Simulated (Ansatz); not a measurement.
# Fluorite PbF2, cell of 3 atoms

What do PBEsol, HSE06 and r²SCAN give for the perfect crystal in this cell, and at what cost?

Program: Ansatz 0.2.0, PAW, plane waves. These are calculated values, not measurements.

## (1) The starting cell

3 atoms (1 Pb, 2 F); a = 4.171 Å, b = 4.171 Å, c = 4.171 Å, α = 60.00°, β = 60.00°, γ = 60.00°.

Steps to follow: (2) PBEsol single point at a 7×7×7 mesh, on 7 threads of Arm Neoverse-V2; (3) HSE06 single point at a 7×7×7 mesh, on 7 threads of Arm Neoverse-V2; (4) r²SCAN single point at a 7×7×7 mesh, on 7 threads of Arm Neoverse-V2.

Structure file:

```cif
data_structure
_symmetry_space_group_name_H-M 'P 1'
_symmetry_Int_Tables_number 1
_cell_length_a 4.1709
_cell_length_b 4.1709
_cell_length_c 4.1709
_cell_angle_alpha 60.000
_cell_angle_beta 60.000
_cell_angle_gamma 60.000
_cell_volume 51.31
loop_
_atom_site_label
_atom_site_type_symbol
_atom_site_fract_x
_atom_site_fract_y
_atom_site_fract_z
_atom_site_occupancy
Pb1 Pb 0.00000 0.00000 0.00000 1
F1 F 0.25000 0.25000 0.25000 1
F2 F 0.75000 0.75000 0.75000 1
```

## (2) Single point with PBEsol

in.yaml

```yaml
crystal:
  lattice:
    - [0.000000, 2.949281, 2.949281]
    - [2.949281, 0.000000, 2.949281]
    - [2.949281, 2.949281, 0.000000]
  atoms:
    - { symbol: Pb, position: [0.000000, 0.000000, 0.000000] }
    - { symbol: F, position: [0.250000, 0.250000, 0.250000] }
    - { symbol: F, position: [0.750000, 0.750000, 0.750000] }
kpoints:
  mp_grid: { grid: [7, 7, 7] }
  band_path: { path: [VBM, CBM], npoints: 2 }
hamiltonian:
  xc: pbesol
scf:
  occupations: { method: fermi_dirac, width: 0.01 }
output:
  forces: true
  eigenvalues: true
  stress: true
  populations: true
```

Launch:

```sh
$ ansatz run in.yaml --threads 7 --pin off --max-ram 13300MiB --runs-dir r --events-out ev --progress --plain
```

## (3) HSE06 single point

in.yaml, as its differences from that of step 2:

```diff
@@ -13,3 +13,3 @@
 hamiltonian:
-  xc: pbesol
+  xc: hse06
 scf:
@@ -19,3 +19,2 @@
   eigenvalues: true
-  stress: true
   populations: true
```

## (4) r²SCAN single point

in.yaml, as its differences from that of step 3:

```diff
@@ -13,3 +13,3 @@
 hamiltonian:
-  xc: hse06
+  xc: r2scan
 scf:
```

What does the calculation give? Wanted: for each run, top filled to lowest empty; gap over the zone; energy; pressure.

As calculated:

```
 level                     time  top filled to lowest empty (eV)  gap over the zone (eV)  energy (eV/atom)  pressure (GPa)
PBEsol    1.7 s (7 CPU threads)                             4.35                    4.31        -4452.4124            0.00
 HSE06  4.7 min (7 CPU threads)                             5.76                    5.72        -4509.2403               -
r²SCAN    1.3 s (7 CPU threads)                             4.95                    4.93        -4514.0788               -
```

**Reading.** At the same k points, PBEsol gives a spacing 1.41 eV smaller and r²SCAN gives a spacing 0.81 eV smaller than the 5.76 eV of HSE06. Spin–orbit coupling is left out, which matters for the band edges of the heavier elements here.
